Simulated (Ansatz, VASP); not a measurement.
# P in two plane-wave programs

One calculation is typed for both programs; each brings its own data sets. How far apart do they land? The cell is taken from a series of runs on this material, whose earlier steps may have relaxed, scaled, displaced or heated it; both programs get it as it stands.

Program: Ansatz 0.2.0. Level of theory: plane waves, with VASP 6.6.1 beside it; G0W0 gap at PBE. Results are calculated unless marked as measured.

## (1) The starting structure

The cell holds 4 atoms: 4 P. Its edges and angles: a = 3.255 Å, b = 3.255 Å, c = 34.400 Å, α = 90.0°, β = 90.0°, γ = 120.0°. Vacuum lies along c.

## (2) Ansatz: G0W0 gap, PBE

Ansatz runs on its PAW soft_1 files.

Quasiparticle shifts depend on high empty states and on the cores, so they are the hardest test of two PAW sets.

input.yaml

```yaml
crystal:
  lattice:
    - [3.2551426215, 0.0, 0.0]
    - [-1.6275713108, 2.8190362032, 0.0]
    - [0.0, 0.0, 34.4]
  atoms:
    - { symbol: P, position: [0.3333333333, 0.6666666667, 0.4546438761] }
    - { symbol: P, position: [0.6666666667, 0.3333333333, 0.4184564772] }
    - { symbol: P, position: [0.3333333333, 0.6666666667, 0.5815435228] }
    - { symbol: P, position: [0.6666666667, 0.3333333333, 0.5453561239] }
  periodic: [true, true, false]
kpoints:
  mp_grid: { grid: [6, 6, 1] }
hamiltonian:
  xc: pbe
  pseudopotentials: { kind: paw, azcp: { folder: soft_1 } }
scf:
  occupations: { method: fixed }
gw:
  n_empty_bands: 209
  ecut_chi: 44
  qp_bands: [v2, c2]
  qp_kpoints: band_edges
  screening: { model: contour_deformation }
```

On the command line:

```console
> ansatz run input.yaml --threads 3 --pin off --max-ram 92160MiB --backend cuda --events-out ev --progress --plain --runs-dir out --devices 1 --max-vram 13GiB
```

Numbers of over 12 decimals in the logs are rounded to 6 here.

Log:

```text
GPUs: using 1 of 1 available (devices: 1).
Engine: ansatz 0.2.0, x86_64-unknown-linux-gnu
Pseudopotentials: kind: paw
Pseudopotential: P, paw, valence charge 5, recommended cutoff 420 eV (normal), soft_1/P.paw.azcp
Functional definition: PBE
  parameter kappa = 0.804
  parameter beta = 0.066725
  exchange = pbe_x(kappa = kappa, mu = beta*pi^2/3)
  correlation = pbe_c(beta = beta)
device memory: the entry about to start is reckoned to put 1.9 GiB on a device that reports 49.6 GiB free (of which the cap on the GPU budget leaves the run 13.0 GiB)
GPU FFT provider: cuFFT
GPU libraries: cuBLAS 13.8.2, cuFFT 12.4.0, cuSOLVER 12.3.4
Crystal: 4 atoms, lattice volume = 315.667 Å³
Basis set: ecut = 420 eV, 6283 PW (Γ)
Bands: 14, of which v1, the nominal top of the filled ones, is band 10 counted from 1 (9 counted from 0)
Symmetry: 12 space group operations
Space group: P-3m1 (ITA 164), of the structure as read, at distance tolerance 6.8e-5 Å
k-points: 7 of 36
Non-local potential: P, projectors of the file, l = 0: 2, l = 1: 2, l = 2: 1
PAW form: soft (Blöchl's): semilocal exchange-correlation on the pseudo side does not see the compensation charge
PAW one-centre angular grid: P, 110 points (default); XC on 64 Gauss nodes
Initial density: superposition of atomic densities (neutral atoms: chi_scale 0, normalization atom)
Initial wavefunctions: pseudopotential atomic-orbital guess
GPU buffer pool allocated for 138240 grid points (all kernels)
GPU transforms: local potential and band sums: pruned to the plane-wave sphere, on 24×24×240
Functional: x = pbe(κ = 0.804, μ = 0.219515), c = pbe(β = 0.066725)
SCF iter   1: F=—  HF=-3022.732448 eV  |F-HF|=—  |Δ(HF+E_count)|=         —  Δρ=1.92e-2  dr2=8.72e-1  ethr=3.10e-3  ⟨swp⟩=8.0  Hψ=787  notcnv=0  defer=12
preconditioner: auto → Resta (q_TF=auto, 1.723 Å⁻¹)  ε∞=2.1  [insulator: Δε(μ)=1.063 eV  Ē_g=8.922 eV  n_scr=18 (ndim 8)  ℏωp=9.3 eV  f_vac=0.701  ε∞_Penn≈2.1  vacuum switching on, ρ_ref=5.8e-3 e/Å³]
SCF iter   2: F=—  HF=-3022.562247 eV  |F-HF|=—  |Δ(HF+E_count)|=   1.70e-1  Δρ=1.00e-2  dr2=2.34e-1  ethr=3.10e-3  ⟨swp⟩=1.1  Hψ=155  notcnv=0  defer=12
SCF iter   3: F=—  HF=-3022.533456 eV  |F-HF|=—  |Δ(HF+E_count)|=   2.88e-2  Δρ=1.83e-3  dr2=4.36e-2  ethr=1.17e-3  ⟨swp⟩=3.0  Hψ=192  notcnv=0  defer=13
SCF iter   4: F=—  HF=-3022.526889 eV  |F-HF|=—  |Δ(HF+E_count)|=   6.57e-3  Δρ=1.03e-3  dr2=4.24e-3  ethr=2.18e-4  ⟨swp⟩=3.4  Hψ=193  notcnv=0  defer=14
SCF iter   5: F=—  HF=-3022.529956 eV  |F-HF|=—  |Δ(HF+E_count)|=   3.07e-3  Δρ=1.39e-3  dr2=1.02e-2  ethr=2.12e-5  ⟨swp⟩=5.1  Hψ=287  notcnv=0  defer=15
SCF iter   6: F=—  HF=-3022.526077 eV  |F-HF|=—  |Δ(HF+E_count)|=   3.88e-3  Δρ=1.65e-4  dr2=1.60e-4  ethr=2.12e-5  ⟨swp⟩=4.0  Hψ=251  notcnv=0  defer=14
SCF iter   7: F=—  HF=-3022.526037 eV  |F-HF|=—  |Δ(HF+E_count)|=   4.01e-5  Δρ=2.41e-5  dr2=2.84e-6  ethr=8.00e-7  ⟨swp⟩=3.9  Hψ=245  notcnv=0  defer=14
SCF iter   8: F=—  HF=-3022.526037 eV  |F-HF|=—  |Δ(HF+E_count)|=   1.36e-7  Δρ=3.75e-6  dr2=1.22e-7  ethr=1.42e-8  ⟨swp⟩=3.6  Hψ=232  notcnv=0  defer=14
SCF iter   9: F=-3022.526037 eV  HF=-3022.526037 eV  |F-HF|=1.47e-9  |Δ(HF+E_count)|=   1.24e-8  Δρ=8.95e-7  dr2=3.70e-9  ethr=5.00e-10  ⟨swp⟩=13.1  Hψ=813  notcnv=0
SCF 1 converged in 9 iterations: F = -3022.526037 eV  dr2 = 3.70e-9
  greatest PAW one-centre occupation: 0.815 electrons in one spin orbital (limit 2), on the P atom at site 2 (counted from 0), in its partial waves of l = 0
device memory: the entry about to start is reckoned to put 2.6 GiB on a device that reports 47.3 GiB free (of which the cap on the GPU budget leaves the run 13.0 GiB)
NSCF: frozen V_eff on 7 k-points
the band table was solved once the SCF had ended and its energy, with any forces and stress, was formed, with the checks that follow a solve (967 applications of the Hamiltonian). They found nothing against the state; the energy, forces and stress were not computed again (output.eigenvalues in the input reference)
device memory: the entry about to start is reckoned to put 4.4 GiB on a device that reports 48.6 GiB free (of which the cap on the GPU budget leaves the run 13.0 GiB)
NSCF: frozen V_eff on 7 k-points
G₀W₀ screening: q 1/7
[... further progress lines ...]
SCF converged after 9 iterations
Free energy (F): -3022.526037 eV
Harris-Foulkes:  -3022.526037 eV  (|F-HF|=1.47e-9)
Internal energy: -3022.526037 eV  (E = F + TS)
E sigma→0 (E₀):  -3022.526037 eV
Fermi energy:    -5.487250 eV
--- Per-component energies (eV) ---
  E_band       = -228.511046
  E_kinetic    = 272.280076
  E_local      = -23591.133220  (includes V_loc(G=0)·N_el)
  E_nonlocal   = 130.804284
  E_hartree    = 11616.081710
  E_xc         = -289.886290
  E_vxc        = -241.750971  (∫ρ·V_xc dr)
  E_paw        = -2232.692283  (= ΣΔE_a)
  E_vpaw       = -30.873269  (= ΣTr[D̂ρ^β])
  E_aug_tail   = -0.000001  (compensation charges beyond the density's cutoff)
  E_ewald      = 11072.019687
  E_smearing   = -0.000000  (= −TS)
  E_closure    = -0.000000  (closes the sum)
  Σ components = -3022.526037   (vs F -3022.526037, Δ=0.00e0)
--- Band table (eV; the first three rows and the last of 7) ---
  k-point 0: bands = [... 6 lower, -6.2619, -6.2071, -6.2071, -5.5834, -2.2233, -2.2233, -2.2069, -2.1991]
  k-point 1: bands = [... 6 lower, -7.0750, -7.0623, -7.0100, -5.4872, -3.2509, -3.1274, -1.3064, -1.1803]
  k-point 2: bands = [... 6 lower, -8.0958, -8.0238, -6.6444, -6.4062, -4.4632, -3.8928, -2.2332, -1.7272]
  k-point 6: bands = [... 6 lower, -8.3185, -8.3185, -7.6415, -7.6415, -4.5597, -3.6560, -1.2950, -1.2950]
--- G₀W₀: contour deformation, 6 samples at zero and on the imaginary axis and 2 off it, 36 q-points, 209 empty bands' worth ---
  eigenvalues of the whole cell's RPA ε∞ on this k-mesh (on a slab, of 1 + 4πα/V) = 1.2129, 4.4090, 4.4090; static W/v taken at q = 0 is 0.413044
  gw.qp_kpoints: band_edges: 6 of 7 stored k-points solved, in 1 pass; an edge of the gap read off the rows below is read off those points alone
    valence top: of the k-points left out ik 5 came nearest to being solved in a further pass, in band 9 (counted from 1, as in the quasiparticle table): it holds the edge there only if its correction is more favourable than any solved in that band by at least 1.538 eV; those differ by 0.323 eV
    conduction bottom: of the k-points left out ik 5 came nearest to being solved in a further pass, in band 11 (counted from 1, as in the quasiparticle table): it holds the edge there only if its correction is more favourable than any solved in that band by at least 1.225 eV; those differ by 0.386 eV
    ik  band        ε_KS         Σx   Σc(E_QP)       V_xc       Z   E_QP_lin       E_QP  E_QP is
     0     9     -6.2071   -16.7609     1.5943   -15.1666  0.7517    -6.2071    -6.2072  root
     0    10     -5.5834   -14.4918     1.5875   -12.6207  0.7408    -5.8687    -5.8670  root
     0    11     -2.2233    -8.7517    -4.1764   -13.8358  0.7344    -1.2933    -1.3157  root
     0    12     -2.2233    -8.7517    -4.1764   -13.8358  0.7344    -1.2933    -1.3157  root
     1     9     -7.0100   -16.6384     1.8060   -14.7773  0.7433    -7.0653    -7.0652  root
     1    10     -5.4872   -14.9309     1.5527   -13.1447  0.7414    -5.7218    -5.7208  root
     1    11     -3.2509    -8.8181    -3.7854   -13.4158  0.7472    -2.4235    -2.4386  root
     1    12     -3.1274    -8.6038    -3.8438   -13.2610  0.7447    -2.2996    -2.3140  root
     2     9     -6.6444   -15.4476     2.0232   -13.1458  0.7249    -6.9249    -6.9231  root
     2    10     -6.4062   -15.4127     1.6819   -13.5371  0.7314    -6.6006    -6.6000  root
     2    11     -4.4632    -8.2910    -3.3978   -12.3413  0.7605    -3.8029    -3.8108  root
     2    12     -3.8928    -8.2930    -3.5411   -12.5342  0.7555    -3.1816    -3.1928  root
     3     9     -7.9412   -14.9877     2.2234   -12.4539  0.7112    -8.2539    -8.2515  root
     3    10     -7.3283   -15.5387     2.1077   -13.1775  0.7146    -7.5838    -7.5818  root
     3    11     -4.2835    -7.9638    -3.5546   -12.1925  0.7611    -3.6000    -3.6094  root
     3    12     -4.1360    -7.9348    -3.6692   -12.3112  0.7601    -3.4182    -3.4287  root
     4     9     -6.6295   -14.9362     1.9924   -12.6211  0.7247    -6.9552    -6.9522  root
     4    10     -5.7786   -15.6201     1.6484   -13.7854  0.7374    -5.9656    -5.9649  root
     4    11     -2.7149    -8.7484    -3.6823   -13.1622  0.7432    -1.9725    -1.9834  root
     4    12     -2.3797    -8.0549    -3.7799   -12.5363  0.7398    -1.6689    -1.6783  root
     6     9     -7.6415   -16.3251     2.3899   -13.7161  0.7071    -7.8613    -7.8605  root
     6    10     -7.6415   -16.3251     2.3899   -13.7161  0.7071    -7.8613    -7.8605  root
     6    11     -4.5597    -7.1139    -3.2303   -10.8660  0.7585    -4.0332    -4.0379  root
     6    12     -3.6560    -7.3741    -3.5937   -11.6026  0.7459    -3.0108    -3.0212  root
```

Reading the cycles: dr2 is the Hartree energy of the density residual (eV), the measure of convergence; HF is the Harris–Foulkes estimate of the energy, which meets the free energy F at convergence.

[end of part 1 of 2]

[Lines on the potential files, build, host, timing and source positions are cut from VASP's logs without a mark.]

[Logs are printed without paths, hosts, clocks, repeated set-up lines and the standing remarks that a program may print on its own settings, such as how far it seeks lower states.]

[Hosts, paths, dates, database ids (printed as entryN), source tags and the programs' standing remarks are cut or masked in the printed files.]
